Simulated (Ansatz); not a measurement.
# Worked example: C4H10O → C4H9 + OH

Species: C4H10O (tert-butanol) `CC(C)(C)O`, singlet; C4H9 (tert-butyl radical) `C[C](C)C`, doublet; OH, doublet. 

Shapes, held fixed at every level: PBE0-D4/def2-TZVP. Flexible molecules stand in one conformer, not always the lowest. Programs: Ansatz 0.2.0. Electronic energies: no zero-point or thermal term.

At CCSD(T)/CBS estimate; 1 Eh = 2625.50 kJ/mol:

| species | energy (Eh) |
| --- | --- |
| C4H10O | -233.416703 |
| C4H9 | -157.576432 |
| OH | -75.677713 |

Task: Work out ΔE of the reaction at this level.

Result: 
1. Products less reactants: (-157.576432) + (-75.677713) − [(-233.416703)] = 0.162558 Eh = +426.8 kJ/mol.

Other levels give +250.9 (HF/def2-TZVPP) to +449.0 kJ/mol (MP2/def2-TZVPP). No measured value is set beside it here. Open shells run unrestricted unless RO is named. The CBS estimate extrapolates MP2 from def2-TZVPP and def2-QZVPP and adds CCSD(T) − MP2 in the triple-zeta set, cores frozen.
